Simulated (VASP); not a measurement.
Set up this calculation in VASP 6.6.1, as the native input.

```
Task                    : density of states
Functional              : PBE
Potentials or basis     : VASP PAW PBE potentials, release 64 (C)
Cutoff                  : 520 eV
k mesh                  : 12 × 12 × 7
Occupations             : fermi-dirac, width 0.01 eV
Spin                    : no spin polarisation
Dipole correction       : no
k mesh for the DOS      : 18 × 18 × 11
Occupations for the DOS : tetrahedron
Further INCAR settings  : ALGO = Fast; EDIFF = 1e-07; NBANDS = 16
```

Crystal: C.

```
C
1.0
     2.50330    0.00000    0.00000
    -1.25165    2.16792    0.00000
     0.00000    0.00000    4.16897
C
4
Cartesian
  0.0000 1.4453 0.2618
  1.2517 0.7226 2.3463
  1.2517 0.7226 3.9071
  0.0000 1.4453 1.8227
```

The input as run:

POSCAR

```
C
1.0
    2.5033028199      0.0000000000      0.0000000000
   -1.2516514100      2.1679238354      0.0000000000
    0.0000000000      0.0000000000      4.1689688100
C
4
Direct
    0.3333333333      0.6666666667      0.0628053500
    0.6666666667      0.3333333333      0.5628053500
    0.6666666667      0.3333333333      0.9371946500
    0.3333333333      0.6666666667      0.4371946500
```

INCAR.step1

```
SYSTEM = C
ALGO = Fast ; EDIFF = 1E-7
ENCUT = 520 ; GGA = PE
ISIF = 2 ; ISMEAR = -1
LASPH = .TRUE. ; LCHARG = .TRUE.
LREAL = .FALSE. ; LWAVE = .FALSE.
NBANDS = 16 ; NELM = 100
PREC = Accurate ; SIGMA = 0.01
```

KPOINTS.step1

```
k-points
0
G
  12 12 7
  0 0 0
```

INCAR.step2

```
SYSTEM = C
ALGO = Fast ; EDIFF = 1E-7
ENCUT = 520 ; GGA = PE
ICHARG = 11 ; ISIF = 2
ISMEAR = -5 ; LASPH = .TRUE.
LCHARG = .FALSE. ; LORBIT = 11
LREAL = .FALSE. ; LWAVE = .FALSE.
NBANDS = 16 ; NEDOS = 2001
NELM = 100 ; PREC = Accurate
SIGMA = 0.01
```

KPOINTS.step2

```
k-points
0
G
  18 18 11
  0 0 0
```

Potentials or basis: VASP PAW PBE potentials, release 64 (C).

Launch:

```console
$ cat potpaw_PBE.64/C/POTCAR > POTCAR
$ cp INCAR.step1 INCAR
$ cp KPOINTS.step1 KPOINTS
$ mpirun -np 1 vasp_std > vasp.out
$ cp INCAR.step2 INCAR
$ cp KPOINTS.step2 KPOINTS
$ mpirun -np 1 vasp_std > vasp.out
```

It gave:

| Item | Value |
| --- | --- |
| Valence electrons inside the program's atomic spheres | C 2.58 |

Wall time 27 s on 1 thread of Intel(R) Xeon(R) 6975P-C (Granite Rapids), on a shared host, peak memory 0.18 GiB.
